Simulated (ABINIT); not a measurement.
The system is ZrB2.

```
CELL_PARAMETERS angstrom
3.17000 0.00000 0.00000
-1.58500 2.74530 0.00000
0.00000 0.00000 3.53300
ATOMIC_POSITIONS crystal
Zr 0.00000 0.00000 0.00000
B 0.66667 0.33333 0.50000
B 0.33333 0.66667 0.50000
```

* Program: ABINIT 10.8.3 (patched build)
* Task: relaxation of cell and atoms
* Functional: LDA
* Potentials or basis: PseudoDojo NC SR LDA v0.4.1 standard
* Cutoff: 1034 eV
* k mesh: 8 × 8 × 6
* Occupations: fermi-dirac, width 0.05 eV
* Spin: no spin polarisation

At the start: pressure -8.6 GPa; volume 10.25 Å³/atom.

**Question.** How do energy, volume and symmetry change on relaxing?

**Answer.** Over 7 steps the energy falls by 9.9 meV/atom and the volume is 9.89 Å³/atom (-3.5 %); space group P6/mmm (No. 191, to 0.05 Å).

The path:
```csv
step,energy change (eV),largest force (eV/Å),pressure (GPa),volume (Å³)
1,0.0000,0.0000,-8.60,30.75
2,-0.0276,0.0000,-2.29,29.94
3,-0.0295,0.0000,0.09,29.67
4,-0.0296,0.0000,0.00,29.68
5,-0.0296,0.0000,-0.02,29.68
6,-0.0296,0.0000,-0.01,29.68
7,-0.0296,0.0000,0.00,29.68
```

Final structure:
```
CELL_PARAMETERS angstrom
3.13373 0.00000 0.00000
-1.56687 2.71389 0.00000
0.00000 0.00000 3.48938
ATOMIC_POSITIONS crystal
Zr 0.00000 0.00000 0.00000
B 0.66667 0.33333 0.50000
B 0.33333 0.66667 0.50000
```
